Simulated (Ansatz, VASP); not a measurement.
B in VASP and in Ansatz

File INCAR:

```
AGGAC = 1.0 ; AGGAX = 1.0
ALDAC = 0.0 ; ALDAX = 1.0
ALGO = Normal ; EDIFF = 1E-7
ENCUT = 520 ; GGA = B5
ISIF = 2 ; ISMEAR = -1
LASPH = T ; LCHARG = F
LREAL = F ; LWAVE = F
NBANDS = 8 ; NELM = 100
PREC = Accurate ; SIGMA = 0.1
```

KPOINTS

```
k-points
0
Gamma
  18 18 18
```

Contents of POSCAR:

```
B
1.0
    1.8799285363      0.0000000000      0.0000000000
    0.0000000000      1.8799285363      0.0000000000
    0.0000000000      0.0000000000      1.8799285363
B
1
Direct
    0.0000000000      0.0000000000      0.0000000000
```

Input for Ansatz:

```yaml
crystal:
  lattice:
    - [1.8799285363, 0.0, 0.0]
    - [0.0, 1.8799285363, 0.0]
    - [0.0, 0.0, 1.8799285363]
  atoms:
    - { symbol: B, position: [0.0, 0.0, 0.0] }
hamiltonian:
  xc: blyp
  pseudopotentials:
    kind: paw
    azcp:
      B: "pseudopotentials/B.paw.azcp"
basis:
  ecutwfc: 420
  fft_grid_basis: typed
kpoints:
  mp_grid: { grid: [18, 18, 18], shift: [0, 0, 0] }
magnetization:
  spin_polarized: false
scf:
  occupations: { method: fermi_dirac, width: 0.1 }
  lower_state_search: "off"
output:
  stress: true
```

Alike in both runs: task single point; functional BLYP; k mesh 18 × 18 × 18; occupations fermi-dirac, width 0.1 eV; no spin polarisation.

|  | VASP | Ansatz |
| --- | --- | --- |
| version | VASP 6.6.1 | Ansatz 0.2.0 |
| potentials or method | VASP PAW PBE potentials, release 64 (B) | plane waves (420 eV) with PAW, scalar-relativistic |
| plane-wave cutoff (eV) | 520 | 420 |
| valence electrons in the cell | 3 | 3 |

```csv
,VASP,Ansatz,Ansatz less VASP
pressure (GPa),10.0,9.8,-0.17
```

The functional is the same, so the differences come from potentials, cutoffs and numerics.

Caveats: the PAW data sets were made with another functional, which shifts forces and pressure a little (VASP).
